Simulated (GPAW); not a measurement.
## TiO: band structure with PBEsol+U

Crystal: TiO.

```xyz
6
Lattice="4.0867 0.0000 0.0000 0.0000 4.0867 0.0000 0.0000 0.0000 4.0867" Properties=species:S:1:pos:R:3 pbc="T T T"
Ti    2.0433    0.0000    2.0433
Ti    0.0000    2.0433    2.0433
Ti    2.0433    2.0433    0.0000
O     0.0000    0.0000    2.0433
O     2.0433    0.0000    0.0000
O     0.0000    2.0433    0.0000
```

The cell comes from a database or a generator and needn't be the stable form of this composition.

| Quantity | Value |
| --- | --- |
| Program | GPAW 26.7.0 |
| Task | band structure |
| Functional | PBEsol |
| Potentials or basis | PAW data sets generated in the run's folder for this functional |
| Cutoff | 800 eV |
| Basis | pw |
| k mesh | 7 × 7 × 7 |
| Occupations | fermi-dirac, width 0.05 eV |
| Spin | no spin polarisation |
| Hubbard terms | Ti d U = 8 eV |
| Maxiter | 150 |
| Band path | GXMGRX,MR |
| Band points | 60 |

- Pressure: 5.8 GPa
- Band gap along the path: none (metal or under the smearing width)

Levels at the corners of the path, in eV from the Fermi level:
| point | band 25 | band 26 | band 27 | band 28 | band 29 | band 30 | band 31 | band 32 |
| --- | --- | --- | --- | --- | --- | --- | --- | --- |
| Γ | -3.32 | -1.47 | -1.47 | -1.47 | 2.79 | 2.79 | 2.79 | 3.12 |
| X | -2.92 | -1.18 | 0.26 | 0.26 | 1.50 | 1.85 | 1.85 | 2.20 |
| M | -1.77 | -1.02 | 0.05 | 0.05 | 2.00 | 2.01 | 2.01 | 3.45 |
| Γ | -3.32 | -1.47 | -1.47 | -1.47 | 2.79 | 2.79 | 2.79 | 3.12 |
| R | -0.71 | -0.55 | -0.55 | -0.55 | 2.83 | 2.83 | 2.83 | 4.28 |
| X | -2.92 | -1.18 | 0.26 | 0.26 | 1.50 | 1.85 | 1.85 | 2.20 |
| M | -1.77 | -1.02 | 0.05 | 0.05 | 2.00 | 2.01 | 2.01 | 3.45 |
| R | -0.71 | -0.55 | -0.55 | -0.55 | 2.83 | 2.83 | 2.83 | 4.28 |

Run time: 3.4 min on 1 thread of AMD EPYC 7R43 64-Core Processor (Zen 3) (shared host), peak memory 0.58 GiB.

Caveat: U without spin polarisation on a metal has little footing.
